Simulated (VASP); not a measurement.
Al2GaN3, 6 atoms in the cell. It takes space group I-4m2 (No. 119, tetragonal). The conventional cell has a = 3.193 Å, b = 3.193 Å, c = 13.558 Å, α = 90.00°, β = 90.00°, γ = 90.00°. Around Al (site symmetry 2mm) lie 4 N at 1.96 Å. Around Ga (site symmetry -4m2) lie 4 N at 1.96 Å. Around N (site symmetry -4m2) lie 4 Al at 1.96 Å. Around N (site symmetry 2mm) lie 2 Ga at 1.96 Å and 2 Al at 1.96 Å. The cell was built by a generator and needn't be a form met in nature.

* Program: VASP 6.6.1
* Task: relaxation of cell and atoms
* Functional: PBE
* Potentials or basis: VASP PAW PBE potentials, release 64 (Al, Ga_d, N)
* Cutoff: 520 eV
* k mesh: 6 × 6 × 6
* Occupations: gaussian, width 0.15 eV
* Spin: no spin polarisation
* Further INCAR settings: PREC = Normal; ALGO = Fast; EDIFF = 0.0001; IBRION = 2; EDIFFG = -0.08; NSW = 24; ISIF = 3

Potentials or basis: VASP PAW PBE potentials, release 64 (Al, Ga_d, N).

Run with:

```bash
$ cat potpaw_PBE.64/Al/POTCAR potpaw_PBE.64/Ga_d/POTCAR potpaw_PBE.64/N/POTCAR > POTCAR
$ mpirun -np 2 vasp_std > vasp.out
```

Hardware: 2 MPI ranks on Intel(R) Xeon(R) Platinum 8259CL CPU @ 2.50GHz (Skylake/Cascade Lake), with other jobs on the host.

Task: Estimate the wall time of this run.

Result: Run time: 2.7 min on 2 MPI ranks on Intel(R) Xeon(R) Platinum 8259CL CPU @ 2.50GHz (Skylake/Cascade Lake) (shared host), peak memory 0.27 GiB a rank. Counts: scf iterations 44, k points 30, ion steps 5.
